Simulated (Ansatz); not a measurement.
HgTe:

```
Hg Te
1.0
    -3.04560    3.04560    1.55941
     3.04560   -3.04560    1.55941
     3.04560    3.04560   -1.55941
Hg Te
1 1
Direct
  0.75000 0.25000 0.50000
  0.00000 0.00000 0.00000
```

Measurements of this composition are mostly on another form, of space group No. 216.

* Program: Ansatz 0.2.0
* Task: relaxation of cell and atoms
* Functional: HSEsol
* Potentials or basis: Ansatz PAW
* Cutoff: 420 eV (not typed: the program's choice for these potentials)
* k mesh: 5 × 5 × 5
* Occupations: fermi-dirac, width 0.05 eV
* Spin: no spin polarisation

At the start: volume 28.93 Å³/atom.

Question: Where does the relaxation end?

Answer: It ends after 7 steps and the volume is 26.76 Å³/atom (-7.5 %); space group I-4m2 (No. 119, to 0.05 Å).

The path:
```tsv
step	energy change (eV)	largest force (eV/Å)	volume (Å³)
1	0.0000	0.0000	57.86
2	-0.1238	0.0000	52.50
3	-0.2478	0.0000	51.33
4	-0.2703	0.0000	53.89
5	-0.2709	0.0000	53.48
6	-0.2709	0.0000	53.51
7	-0.2695	0.0000	53.51
```

Final structure:
```
CELL_PARAMETERS angstrom
-2.80644 2.80644 1.69851
2.80644 -2.80644 1.69851
2.80644 2.80644 -1.69851
ATOMIC_POSITIONS crystal
Hg 0.75000 0.25000 0.50000
Te 0.00000 0.00000 0.00000
```

Caveat: the k mesh is coarse (spacing up to 0.45 Å⁻¹), so the values aren't converged, least of all with exact exchange; the plane-wave basis is chosen anew once the cell has moved, so the energies of steps on either side of that aren't comparable; the PAW data sets come from PBE, with cores solved anew for the run's functional, which leaves a small shift of forces and pressure.
